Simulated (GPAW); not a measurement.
Ga:

```
CELL_PARAMETERS angstrom
2.77842 0.00000 0.00000
0.00000 3.28161 0.00000
-1.34343 0.00000 3.99027
ATOMIC_POSITIONS crystal
Ga 0.13460 0.75000 0.77017
Ga 0.86540 0.25000 0.22983
```

This isn't the form of Ga at room conditions, which is orthorhombic.

```yaml
Program: GPAW 26.7.0
Task: relaxation of cell and atoms
Functional: PBEsol
Dispersion: D3(BJ)
Potentials_or_basis: PAW data sets generated in the run's folder for this functional
Cutoff: 600 eV
Basis: pw
k_mesh: 9 × 7 × 6
Occupations: fermi-dirac, width 0.05 eV
Spin: no spin polarisation
```

At the start: pressure -2.6 GPa; volume 18.19 Å³/atom.

**Question.** How do energy, volume and symmetry change on relaxing?

**Answer.** Over 8 steps the energy falls by 8.6 meV/atom and the volume is 17.43 Å³/atom (-4.2 %); space group P2_1/m (No. 11, to 0.05 Å).

Step by step:
| step | energy change (eV) | largest force (eV/Å) | pressure (GPa) | volume (Å³) |
| --- | --- | --- | --- | --- |
| 1 | 0.0000 | 0.0692 | -2.61 | 36.38 |
| 2 | -0.0043 | 0.0553 | -2.28 | 36.15 |
| 3 | -0.0165 | 0.0453 | 0.43 | 34.65 |
| 4 | -0.0168 | 0.0240 | -0.05 | 34.88 |
| 5 | -0.0168 | 0.0212 | -0.01 | 34.86 |
| 6 | -0.0171 | 0.0052 | 0.10 | 34.81 |
| 7 | -0.0171 | 0.0118 | 0.07 | 34.83 |
| 8 | -0.0172 | 0.0153 | 0.01 | 34.86 |

Final structure:
```
Ga
1.0
     2.76017    0.00000    0.00778
     0.00000    3.23949    0.00000
    -1.32338    0.00000    3.89450
Ga
2
Direct
  0.13381 0.75000 0.76964
  0.86619 0.25000 0.23036
```

Caveat: later steps reuse the first step's grids; pairwise dispersion overbinds metals, which lowers pressure and volume.
